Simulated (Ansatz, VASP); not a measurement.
# One calculation of AlN, two programs

```
CELL_PARAMETERS angstrom
0.00000 2.11935 2.21767
2.11935 0.00000 2.21767
2.11935 2.11935 0.00000
ATOMIC_POSITIONS crystal
Al 0.00000 0.00000 0.00000
N 0.75000 0.75000 0.75000
```

Change from the starting cell: strain -0.030 along x and y, +0.015 along z, atoms carried along.

Alike in both runs: task single point; functional r2SCAN; k mesh 10 × 10 × 10; occupations gaussian, width 0.05 eV; no spin polarisation.

```csv
,VASP,Ansatz
version,VASP 6.6.1,Ansatz 0.2.0
potentials or method,"VASP PAW PBE potentials, release 64 (Al, N)","scalar-relativistic, plane waves, PAW"
plane-wave cutoff (eV),520,500
valence electrons in the cell,8,8
```

Ansatz gave:

```
gap on the k mesh at the Fermi level (eV)       : 3.82
least direct gap on the mesh (eV)               : 5.19
pressure (GPa)                                  : 10.4
largest component of the traceless stress (GPa) : 4.98
```

Q: What did VASP give for the same quantities?

A: gap on the k mesh at the Fermi level (eV): 3.81; least direct gap on the mesh (eV): 5.23; pressure (GPa): 10.0; largest component of the traceless stress (GPa): 4.98.

The functional is the same, so the differences come from potentials, cutoffs and numerics.

Caveats: the PAW data sets were made with another functional, which shifts forces and pressure a little (VASP). A k mesh can miss the band edges.
